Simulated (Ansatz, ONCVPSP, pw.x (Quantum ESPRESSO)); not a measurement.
# gallium: does the ONCV potential hold in the solid?

gallium, optimised norm-conserving Vanderbilt (ONCV), made with ONCVPSP 4.0.1.1 (patched build) (PBE, scalar-relativistic). Core [Ar] 3d10, reference 4s1 4p2. Waves: 4s: rc 1.55 bohr, ncon 3, nbas 6, qcut 4.1 1/bohr, 2 projectors, debl 2 Ha; 4p: rc 2.10 bohr, ncon 3, nbas 7, qcut 4.7 1/bohr, 2 projectors, debl 0.6 Ha; d scattering state at 0.19 Ha: rc 2.00 bohr, ncon 4, nbas 7, qcut 5.2 1/bohr, 1 projector. Local part: polynomial inside 1.15 bohr (lpopt 5, dvloc0 0 Ha). Core correction: Teter function, fcfact 2.25, rcfact 1.7.

Atomic tests: cutoffs needed: 7.4 Ha and 14 Ha (the cutoffs (Ha) at which the residual kinetic energy of the hardest occupied pseudo-wave falls to 1 and 0.1 mHa per electron) The cutoffs count occupied waves only; projector 2 of the s channel, the hardest unoccupied one, needs 47 Ha at the loose tolerance.; ghost test: no bound ghost flagged; GHOST(+) flagged for s at 38.0 eV; largest excitation error: -251 meV (all-electron minus pseudo) for 4s1 4p0, out of 4 test configurations.

Crystal test: fcc Ga in pw.x 7.5, no spin, 13³ k-points, Fermi–Dirac smearing 0.01 Ry, cutoffs 50/200 Ry. The reference is all-electron LAPW (Ansatz 0.2.0) with the same functional, mesh and smearing; V0 and B0 come from Birch–Murnaghan fits to the pressures at five volumes. Errors are pseudo minus all-electron; Δ is the rms difference of the E(V) curves that follow from these fits, minima aligned, over ±6 % about the mean V0. Mesh and smearing are coarse, so the numbers serve the comparison and aren't converged zero-temperature values; the lattice is a test structure that the element need not adopt.

```csv
V (Å³/atom),P all-electron (GPa),P pseudo (GPa)
18.074,2.74,2.57
18.549,1.23,0.86
19.025,-0.07,-0.61
19.501,-1.20,-1.86
19.976,-2.17,-2.93
```

All-electron: a0 = 4.236 Å (V0 = 19.00 Å³/atom), B0 = 48.8 GPa.

Pseudopotential: mean pressure error (GPa): -0.50; a0 (Å): 4.222; a0 error (%): -0.31; B0 error (%): +17.4; Δ (meV/atom): 2.0. This is a poor potential for the solid. The generator flags a localised state at positive energy (s at 38 eV).

Q: At the middle volume, how do free energy and pressure move when the wave cutoff is lowered (ecutrho kept at four times it)?

A:

```json
{"cutoff (Ry)": "22", "shift of F (meV/atom)": "+34.8", "shift of P (GPa)": "+0.02"}
{"cutoff (Ry)": "30", "shift of F (meV/atom)": "+9.3", "shift of P (GPa)": "+0.21"}
{"cutoff (Ry)": "40", "shift of F (meV/atom)": "+5.9", "shift of P (GPa)": "+0.15"}
```

The run at the middle volume (84 k-points, 5 iterations) took about 3 s on one core of a shared host (Intel(R) Xeon(R) 6975P-C, 192 threads, 378 GiB, load 50).
